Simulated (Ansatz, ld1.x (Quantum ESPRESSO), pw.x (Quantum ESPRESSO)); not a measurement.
## technetium (Tc): one change to the PAW potential, in the atom and in the fcc crystal

Tc, PAW, made with ld1.x (Quantum ESPRESSO) 7.5 (PBE, scalar-relativistic). Core [Ar] 3d10, reference 4s2 4p6 4d5 5s1 5p0 (charge +1). Waves: 4s (bound): rcut 1.85, rcutus 2.00 bohr; 5s (bound): rcut 1.85, rcutus 2.00 bohr; 4p (bound): rcut 1.65, rcutus 2.05 bohr; 5p (bound, empty): rcut 1.65, rcutus 2.05 bohr; 4d (bound): rcut 2.25, rcutus 2.60 bohr; 4d channel at 0.65 Ry: rcut 2.25, rcutus 2.60 bohr. Local part: all-electron potential smoothed inside 2.10 bohr (lloc = -2). Core correction: Bessel-smoothed model core inside 1.80 bohr. Augmentation charge: PSQ, inside the norm-conserving radii.

Change: all radii but the core radius scaled by about 1.11 (s 2.22, p 2.28, d 2.88 bohr, rcut 2.06/1.84/2.50); local potential all-electron potential smoothed inside 2.34 bohr (lloc = -2).

Cutoffs, loose and tight: the cutoffs (Ry, on a coarse ladder) from which the occupation-weighted sum of valence levels, in a spherical-Bessel basis at the reference potential, stays within 10 and 1 mRy of its value at 400 Ry. They do not see the model core or the augmentation charge, which bear on the density cutoff. Test errors are all-electron minus pseudo excitation energies from the reference, over the configurations 4s2 4p6 4d5 5s2 5p0; 4s2 4p6 4d5 5s0 5p0; 4s2 4p6 4d4 5s0 5p0; 4s2 4p6 4d6 5s0 5p0; 4s2 4p6 4d5 5s0 5p2; 4s2 4p6 4d5 5s0 5p1; 4s2 4p5 4d5 5s2 5p0; variants that change the core or the reference have their own tests.

Crystal test: fcc Tc in pw.x 7.5, no spin, 15³ k-points, Fermi–Dirac smearing 0.01 Ry, cutoffs set for each file from its atomic test. The reference is all-electron LAPW (Ansatz 0.2.0) with the same functional, mesh and smearing; V0 and B0 come from Birch–Murnaghan fits to the pressures at five volumes. Errors are pseudo minus all-electron; Δ is the rms difference of the E(V) curves that follow from these fits, minima aligned, over ±6 % about the mean V0. Mesh and smearing are coarse, so the numbers serve the comparison and aren't converged zero-temperature values; the lattice is a test structure that the element need not adopt.

All-electron: a0 = 3.873 Å (V0 = 14.52 Å³/atom), B0 = 295.3 GPa.

Q: Does the change bring the crystal closer to the all-electron result?

A: The mean pressure error goes from +4.82 to +9.97 GPa, so the change moves the solid further from the all-electron pressures.

| quantity | base | changed |
| --- | --- | --- |
| outcome (atom) | generated | generated |
| cutoff, loose (atom) | 25 Ry | 21 Ry |
| cutoff, tight (atom) | 40 Ry | 30 Ry |
| bound ghosts (atom) | none | none |
| largest test error (meV) (atom) | -4.8 over the solved tests; test run stopped at test 7 of 7 (negative rho) | test run stopped at test 1 of 7 (negative rho) |
| cutoffs in pw.x (Ry) | 50/400 | 40/320 |
| a0 (Å) | 3.893 | 3.913 |
| a0 error (%) | +0.52 | +1.05 |
| B0 error (%) | -0.5 | -0.6 |
| Δ (meV/atom) | 14.9 | 29.9 |
| mean pressure error (GPa) | +4.82 | +9.97 |

Base: This is a poor potential for the solid. Atomic configuration tests: test run stopped at test 7 of 7 (negative rho). Changed file: The largest radius (2.88 bohr) exceeds half the bond length (2.59 bohr), so the spheres overlap, which is one possible source of error among others. This is a poor potential for the solid. Atomic configuration tests: test run stopped at test 1 of 7 (negative rho). The atomic cutoffs weigh occupied waves only.
